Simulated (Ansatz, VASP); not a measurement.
ZnS: VASP beside Ansatz

```xyz
4
Lattice="3.8456 0.0000 0.0000 -1.9228 3.3304 0.0000 0.0000 0.0000 6.3037" Properties=species:S:1:pos:R:3 pbc="T T T"
Zn    0.0000    2.2202    0.0328
Zn    1.9228    1.1101    3.1846
S     0.0000    2.2202    2.3942
S     1.9228    1.1101    5.5460
```

Alike in both runs: functional PBE; k mesh 9 × 9 × 6; occupations gaussian, width 0.02 eV; no spin polarisation.

Ansatz relaxed the structure, and its values are those at the end. VASP's run is a single point on that final structure, the one shown.

|  | VASP | Ansatz |
| --- | --- | --- |
| version | VASP 6.6.1 | Ansatz 0.2.0 |
| potentials or method | VASP PAW PBE potentials, release 64 (Zn, S) | scalar-relativistic, plane waves, PAW |
| plane-wave cutoff (eV) | 520 | 520 |
| valence electrons in the cell | 36 | 36 |

Ansatz gave:

- gap on the k mesh at the Fermi level (eV): 2.08
- least direct gap on the mesh (eV): 2.08
- pressure (GPa): 0.0

What did VASP give for the same quantities?

gap on the k mesh at the Fermi level (eV): 2.08; least direct gap on the mesh (eV): 2.08; pressure (GPa): 0.1.

Expect the measured gap to be larger: semilocal functionals such as PBE lack the derivative discontinuity.
